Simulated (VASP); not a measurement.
# Ta2H (C222) in VASP: notebook, part 2 of 2

VASP 6.6.1.

## (3) Relaxation of cell and atoms, PBEsol

The input, INCAR:

```
SYSTEM = Ta2H
PREC = Accurate
ENCUT = 600
EDIFF = 1E-7
ISMEAR = 0
SIGMA = 0.1
LREAL = .FALSE.
LASPH = .TRUE.
NELM = 80
ALGO = Fast
ISIF = 3
LWAVE = .FALSE.
LCHARG = .FALSE.
GGA = PS
IBRION = 2
NSW = 90
EDIFFG = -0.005
```

The input, KPOINTS:

```
regular mesh
0
G
  6 6 4
  0 0 0
```

The input, POSCAR:

```
Ta2H
1.0
    1.7204951100     -2.3714690300      0.0000000000
    1.7204951100      2.3714690300      0.0000000000
    0.0000000000      0.0000000000      4.7585693900
Ta H
2 1
Direct
    0.0000000000      0.5000000000      0.2645697700
    0.5000000000      0.0000000000      0.7354302300
    0.0000000000      0.0000000000      0.0000000000
```

Potentials or basis: VASP PAW PBE potentials, release 64 (Ta_pv, H).

Started as:

```bash
$ cat potpaw_PBE.64/Ta_pv/POTCAR potpaw_PBE.64/H/POTCAR > POTCAR
$ mpirun -np 1 vasp_std > vasp.out
```

OUTCAR:

```text
SYSTEM = Ta2H
   PREC = Accurate
   ENCUT = 600
   EDIFF = 1E-7
   ISMEAR = 0
   LREAL = .FALSE.
   LASPH = .TRUE.
   NELM = 80
   ISIF = 3
   GGA = PS
   IBRION = 2
   NSW = 90
   EDIFFG = -0.005

 ion  position               nearest neighbor table
   1  0.000  0.500  0.265-   3 1.93   3 1.93   2 2.82   2 2.82   2 3.05   2 3.05   2 3.26   2 3.26
                             2 3.46   2 3.46
   2  0.500  0.000  0.735-   3 1.93   3 1.93   1 2.82   1 2.82   1 3.05   1 3.05   1 3.26   1 3.26
                             1 3.46   1 3.46
   3  0.000  0.000  0.000-   1 1.93   2 1.93   1 1.93   2 1.93

  LATTYP: Found a base centered orthorhombic cell.
 ALAT       =     3.4409902200
 B/A-ratio  =     1.3783642954
 C/A-ratio  =     1.3829069790

  Lattice vectors:

 A1 = (   1.7204951100,  -2.3714690300,   0.0000000000)
 A2 = (   1.7204951100,   2.3714690300,   0.0000000000)
 A3 = (   0.0000000000,   0.0000000000,   4.7585693900)

Analysis of symmetry for initial positions (statically):
=====================================================================
 Subroutine PRICEL returns:
 Original cell was already a primitive cell.

 Routine SETGRP: Setting up the symmetry group for a
 base centered orthorhombic supercell.

 Subroutine GETGRP returns: Found  4 space group operations
 (whereof  4 operations were pure point group operations)
 out of a pool of  8 trial point group operations.

The static configuration has the point symmetry D_2 .

Analysis of symmetry for dynamics (positions and initial velocities):
=====================================================================
 Subroutine PRICEL returns:
 Original cell was already a primitive cell.

 Routine SETGRP: Setting up the symmetry group for a
 base centered orthorhombic supercell.

 Subroutine GETGRP returns: Found  4 space group operations
 (whereof  4 operations were pure point group operations)
 out of a pool of  8 trial point group operations.

The dynamic configuration has the point symmetry D_2 .

 Subroutine INISYM returns: Found  4 space group operations
 (whereof  4 operations are pure point group operations),
 and found     1 'primitive' translations

----------------------------------------------------------------------------------------

                                     Primitive cell

  volume of cell :      38.8309

  direct lattice vectors                    reciprocal lattice vectors
     1.720495110 -2.371469030  0.000000000     0.290614020 -0.210839776  0.000000000
     1.720495110  2.371469030  0.000000000     0.290614020  0.210839776  0.000000000
     0.000000000  0.000000000  4.758569390     0.000000000  0.000000000  0.210147193

  length of vectors
     2.929841085  2.929841085  4.758569390     0.359040276  0.359040276  0.210147193

  position of ions in fractional coordinates (direct lattice)
     0.000000000  0.500000000  0.264569770
     0.500000000  0.000000000  0.735430230
     0.000000000  0.000000000  0.000000000

  ion indices of the primitive-cell ions
   primitive index   ion index
                 1           1
                 2           2
                 3           3

----------------------------------------------------------------------------------------

 KPOINTS: regular mesh

[... 72 lines left out ...]
   NFREE  =      1    steps in history (QN), initial steepest desc. (CG)
   ISIF   =      3    stress and relaxation
   ISYM   =      2    0-nonsym 1-usesym 2-fastsym
   POTIM  = 0.5000    time-step for ionic-motion
   TEBEG  =    0.0;   TEEND  =   0.0 temperature during run
   PSTRESS=    0.0 pullay stress
   NELECT =      23.0000    total number of electrons
   NUPDOWN=      -1.0000    fix difference up-down
   EMIN   =  10.00;   EMAX   =-10.00  energy-range for DOS
   EFERMI =   0.00;   METHOD = LEGACY
   ISMEAR =     0;   SIGMA  =   0.10  broadening in eV -4-tet -1-fermi 0-gaus
   EFERMI_NEDOS =   21; number of points for ismear=-14 and -15
   IALGO  =     68    algorithm
   IMIX   =      4    mixing-type and parameters
     AMIX     =   0.40;   BMIX     =  1.00
     AMIX_MAG =   1.60;   BMIX_MAG =  1.00
  volume/ion in A,a.u.               =      12.94        87.35
  Fermi-wavevector in a.u.,A,eV,Ry     =   1.374860  2.598108 25.718261  1.890239
  Thomas-Fermi vector in A             =   2.500248
   LORBIT       =      0    0 simple, 1 ext, 2 COOP (PROOUT), +10 PAW based schemes
   GGA     = PS    functional components
   LHFCALC =     F    Hartree Fock is set to
   AEXX    =    0.0000 exact exchange contribution
   IVDW    =     0    specifies the selected vdW correction
   LEPSILON=     F    determine dielectric tensor
   LRPA    =     F    only Hartree local field effects (RPA)
 conjugate gradient relaxation of ions
 non-spin polarized calculation
 RMM-DIIS sequential band-by-band and
 Gauss-broadening in eV      SIGMA  =   0.10
  energy-cutoff  :      600.00
  volume of cell :       38.83
 maximum number of plane-waves:      1320
   NGX = 11   NGY = 11   NGZ = 19

--------------------------------------- Ionic step        1  -------------------------------------------

 number of electron      23.0000002 magnetization

 Free energy of the ion-electron system (eV)
  ---------------------------------------------------
  ext. energy  EPLUGINS =         0.00000000
  ---------------------------------------------------
  free energy    TOTEN  =       -28.94563285 eV

  energy without entropy =      -28.93496493  energy(sigma->0) =      -28.94029889

------------------------ aborting loop because EDIFF is reached ----------------------------------------

  FORCE on cell =-STRESS in cart. coord.  units (eV):
  Direction    XX          YY          ZZ          XY          YZ          ZX
  --------------------------------------------------------------------------------------
  -------------------------------------------------------------------------------------
  Total       -1.4138066     -0.7633512     -0.6453580      0.0000000      0.0000000      0.0000000
  in kB      -58.3342056    -31.4961646    -26.6277207      0.0000000      0.0000000      0.0000000
  external PRESSURE =     -38.8193636 kB  Pullay stress =       0.0000000 kB
[... 92 lines left out ...]
  FREE ENERGIE OF THE ION-ELECTRON SYSTEM (eV)
  ---------------------------------------------------
  free  energy   TOTEN  =       -28.9569584035 eV

  energy  without entropy=      -28.9468424689  energy(sigma->0) =      -28.95190044

[... ionic steps 4 to 9 ...]

--------------------------------------- Ionic step       10  -------------------------------------------

 number of electron      22.9999995 magnetization

------------------------ aborting loop because EDIFF is reached ----------------------------------------
[... 69 lines left out ...]
--------------------------------------- Ionic step       12  -------------------------------------------

 number of electron      22.9999996 magnetization

 Free energy of the ion-electron system (eV)
  ---------------------------------------------------
  ext. energy  EPLUGINS =         0.00000000
  ---------------------------------------------------
  free energy    TOTEN  =       -28.96320785 eV

  energy without entropy =      -28.95622631  energy(sigma->0) =      -28.95971708

 E-fermi :   5.3581     XC(G=0): -12.7067

 val. band max:        5.3341936300   @ k =   0.1667   0.0000   0.0000
 cond. band min:       5.4191044571   @ k =   0.0000   0.0000   0.2500
 fundamental gap:      0.0849108271
 Fermi energy:         5.3581125008

 k-point     1 :       0.0000    0.0000    0.0000
  band No.  band energies     occupation
      1     -28.9972      2.00000
      2     -28.2396      2.00000
      3     -27.9426      2.00000
      4     -27.9298      2.00000
      5     -27.9050      2.00000
      6     -27.8734      2.00000
      7      -4.3636      2.00000
      8       0.8959      2.00000
      9       2.4639      2.00000
     10       4.8211      2.00000
     11       5.7668      0.00000
     12       5.7979      0.00000
     13       6.0510      0.00000
     14       8.7125      0.00000
[... 401 lines left out ...]
      2     -28.7164      2.00000
      3     -28.5495      2.00000
      4     -28.4555      2.00000
      5     -28.2958      2.00000
      6     -28.0348      2.00000
      7      -1.4073      2.00000
      8       1.9927      2.00000
      9       2.4975      2.00000
     10       3.4616      2.00000
     11       4.4174      2.00000
     12       6.6778      0.00000
     13       7.8126      0.00000
     14       8.1727      0.00000
     15       9.6015      0.00000

 [... further k-points ...]
[... 5 lines left out ...]
  --------------------------------------------------------------------------------------
  -------------------------------------------------------------------------------------
  Total       -0.0003028      0.0017884      0.0014782      0.0000000      0.0000000      0.0000000
  in kB       -0.0127533      0.0753336      0.0622654      0.0000000      0.0000000      0.0000000
  external PRESSURE =       0.0416152 kB  Pullay stress =       0.0000000 kB
[... 18 lines left out ...]
  FREE ENERGIE OF THE ION-ELECTRON SYSTEM (eV)
  ---------------------------------------------------
  free  energy   TOTEN  =       -28.9632078454 eV

  energy  without entropy=      -28.9562263054  energy(sigma->0) =      -28.95971708

 reached required accuracy - stopping structural energy minimisation
```

CONTCAR:

```text
Ta2H
   1.00000000000000
     1.6745284472847140   -2.3765566772223714    0.0000000000000000
     1.6745284472847140    2.3765566772223714    0.0000000000000000
     0.0000000000000000    0.0000000000000000    4.7788218768298574
  Ta              H
     2     1
Direct
     0.0000000000000000    0.5000000000000000    0.2631219354658252
     0.5000000000000000    0.0000000000000000    0.7368780645341749
     0.0000000000000000    0.0000000000000000    0.0000000000000000

  0.00000000E+00  0.00000000E+00  0.00000000E+00
  0.00000000E+00  0.00000000E+00  0.00000000E+00
  0.00000000E+00  0.00000000E+00  0.00000000E+00
```

Wall time 1.8 min (1 thread of Intel Xeon Platinum 8488C (Sapphire Rapids), shared host); peak memory 0.18 GiB.

What came out:

| Property | Result |
| --- | --- |
| Free energy | -28.9632 eV |
| Relaxed volume | 12.68 Å³/atom |
| Relaxed cell | a = 2.907 Å, b = 2.907 Å, c = 4.779 Å, α = 90.00°, β = 90.00°, γ = 109.66° |
| Space group after relaxing (to 0.05 Å) | C222 (No. 21) |
| Energy gained by relaxing | 5.9 meV/atom |
| Ionic steps | 12 |
| Pressure after relaxing | 0.0 GPa |
| Band gap on the k mesh | none (metal or under the smearing width) |

Step by step:
```
step  energy change (eV)  largest force (eV/Å)  pressure (GPa)  volume (Å³)
   1              0.0000                0.0117           -3.88        38.83
   2              0.0047                0.1264            6.10        37.09
   3             -0.0113                0.0507            0.45        38.02
   4             -0.0152                0.0594            0.27        38.03
   5             -0.0173                0.0393            0.01        38.03
   6             -0.0174                0.0493            0.06        38.03
   7             -0.0174                0.0479            0.05        38.03
   8             -0.0175                0.0161           -0.11        38.05
   9             -0.0175                0.0039           -0.09        38.05
  10             -0.0176                0.0061            0.16        38.01
  11             -0.0176                0.0052            0.06        38.02
  12             -0.0176                0.0000            0.00        38.04
```

Final structure:
```
Ta H
1.0
     1.67453   -2.37656    0.00000
     1.67453    2.37656    0.00000
     0.00000    0.00000    4.77882
Ta H
2 1
Cartesian
  0.8373 1.1883 1.2574
  0.8373 -1.1883 3.5214
  0.0000 0.0000 0.0000
```

Caveat: the k mesh is coarse (spacing up to 0.38 Å⁻¹), so the values aren't converged; the PAW data sets were made with another functional, which shifts forces and pressure a little. The run has no spin-orbit coupling, so splittings on Ta are missing.

## (4) Single point, PBEsol

The input, INCAR:

```
PREC     = Accurate       # precision mode
ENCUT    = 520            # plane-wave cutoff, eV
EDIFF    = 1E-6           # SCF threshold, eV
ISMEAR   = 0              # smearing method
SIGMA    = 0.1            # smearing width, eV
LREAL    = F              # projectors in reciprocal space
LASPH    = T              # aspherical terms in the spheres
NELM     = 80             # most SCF steps
ALGO     = Fast           # electronic algorithm
ISIF     = 2              # what is computed and relaxed
LWAVE    = F              # write WAVECAR
LCHARG   = F              # write CHGCAR
GGA      = PS             # functional
```

The input, KPOINTS:

```
regular mesh
0
Gamma
  16 16 10
```

POSCAR is that of step 3.

Started as:

```bash
$ cat potpaw_PBE.64/Ta_pv/POTCAR potpaw_PBE.64/H/POTCAR > POTCAR
$ mpirun -np 1 vasp_std > vasp.out
```

Wall time 1.9 min (1 thread of Intel Xeon Platinum 8488C (Sapphire Rapids), shared host); peak memory 0.35 GiB.

It converged, with:

```yaml
Free_energy: -28.9516 eV
Pressure: -4.1 GPa
Largest_force: 0.031 eV/Å
Band_gap_on_the_k_mesh: none (metal or under the smearing width)
```

Forces in eV/Å, atoms in the order of the input:
```
Ta   0.000  0.000  0.031
Ta   0.000  0.000 -0.031
H    0.000  0.000  0.000
```

Stress tensor (GPa, compression positive):
```
-5.58  0.00  0.00
 0.00 -3.63  0.00
 0.00  0.00 -3.16
```

Levels at points of the mesh, in eV from the Fermi level:
```
           k point  band 8  band 9  band 10  band 11  band 12  band 13  band 14  band 15
(0.00, 0.00, 0.00)   -4.43   -3.08    -0.59     0.22     0.27     0.86     2.98     3.60
(0.50, 0.00, 0.00)   -3.24   -2.61    -1.71    -0.80    -0.78     2.77     2.96     3.92
(0.50, 0.50, 0.00)   -4.43   -3.80    -2.32    -0.09     3.46     3.85     5.82     5.97
(0.00, 0.00, 0.50)   -5.82   -2.16    -1.20    -0.76     0.41     2.28     2.90     3.13
(0.50, 0.00, 0.50)   -4.39   -1.72    -1.60    -0.47     0.91     2.97     3.06     4.19
(0.50, 0.50, 0.50)   -2.99   -2.95    -2.02     0.25     0.29     0.78     1.56     6.07
```

Caveat: the PAW data sets were made with another functional, which shifts forces and pressure a little.

## (5) The runs side by side

| task | cell | k mesh | cutoff (eV) | mesh quality | gap on the mesh (eV) | pressure (GPa) | relaxed volume (Å³/atom) |
| --- | --- | --- | --- | --- | --- | --- | --- |
| relaxation of cell and atoms | relaxed | 16 × 16 × 10 | 300 | not flagged | none | 0.0 | 12.62 |
| relaxation of cell and atoms | relaxed | 6 × 6 × 4 | 600 | coarse | none | 0.0 | 12.68 |
| single point | as given | 16 × 16 × 10 | 520 | not flagged | none | -4.1 | - |

Alike in all rows: level PBEsol; potentials or basis VASP PAW PBE potentials, release 64 (Ta_pv, H); no spin polarisation; smearing gaussian 0.1 eV.

Caveats: some runs use coarse meshes; the PAW data sets were made with another functional, which shifts forces and pressure a little; the cutoff is under 1.25 times the usual one of these potentials, so pressure, stress and relaxed cells hold a basis-set (Pulay) error (some runs).

Absolute energies hang on the potentials; compare differences alone.
